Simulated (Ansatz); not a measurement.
A surface is cut from this relaxed crystal of TiC:

```
CELL_PARAMETERS angstrom
0.00000 2.14669 2.14669
2.14669 0.00000 2.14669
2.14669 2.14669 0.00000
ATOMIC_POSITIONS crystal
Ti 0.00000 0.00000 0.00000
C 0.50000 0.50000 0.50000
```

Miller indices refer to the conventional cell of Fm-3m (No. 225), a = 4.293 Å, b = 4.293 Å, c = 4.293 Å, α = 90.00°, β = 90.00°, γ = 90.00°.

Consider the (111) slab of 9 planes, 9.9 Å thick with 15 Å of vacuum as cut; outer planes Ti (top) and Ti (bottom), all atoms relaxed.

These are results of DFT PBEsol, scalar-relativistic, plane waves, PAW (Ansatz 0.2.0), not measurements. Plane waves to 420 eV, a k mesh through Γ of 12×12×1 on the computed 9-atom cell and Gaussian smearing (0.10 eV); no spin polarisation. A dipole correction removes the field between periodic images along c.

The slab isn't stoichiometric (Ti5C4), so its surface energy depends on the chemical potentials; it is given with the excess atoms taken from the element's standard state, a limit at which the compound may itself be unstable, so the figure can be too low.

(1) Estimate the surface energy with the excess atoms taken from the elements.

(2) Predict the work function.

(3) The top two planes lie 1.239 Å apart in the bulk. How does relaxation change this?

In some of the runs charge leaks into the vacuum, so their work functions can be off.

## Answers

(1) 1.64 J/m².

(2) 4.70 eV.

(3) The spacing becomes 1.013 Å (-18.3 %).